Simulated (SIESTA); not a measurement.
Pb:

```
Pb
1.0
    -1.97966    1.97966    1.97966
     1.97966   -1.97966    1.97966
     1.97966    1.97966   -1.97966
Pb
1
Direct
  0.00000 0.00000 0.00000
```

This isn't the form of Pb at room conditions, which is fcc.

| Property | Result |
| --- | --- |
| Program | SIESTA 5.4.2 |
| Task | single point |
| Functional | PBEsol |
| Potentials or basis | PseudoDojo 0.4 standard (PBEsol files) |
| Basis | DZP (energy shift 0.003 Ry; two zetas on semicore shells) |
| Grid cutoff | 500 Ry |
| Energy shift | 0.003 Ry |
| k mesh | 9 × 9 × 9 |
| Occupations | fermi-dirac, width 0.05 eV |
| Spin | no spin polarisation |

On this cell: pressure -1.6 GPa; band gap on the k mesh none (metal or under the smearing width).

The same run follows on a disturbed copy (cell strained at random at fixed volume):

```xyz
1
Lattice="-2.0669 2.0504 2.0812 1.9992 -1.9375 1.9007 1.9910 1.8616 -1.9683" Properties=species:S:1:pos:R:3 pbc="T T T"
Pb   -0.0107    0.0225   -0.0034
```

Task: What changes?

Result: The energy (extrapolated to zero smearing) moves by +3.3 meV/atom; pressure -0.9 GPa; band gap on the k mesh none (metal or under the smearing width).

Stress tensor (GPa, compression positive):
```
-0.86  0.25  0.26
 0.25 -1.07 -0.36
 0.26 -0.36 -0.77
```

Caveats: the basis of atomic orbitals isn't converged, which shifts pressures, moduli and gaps.
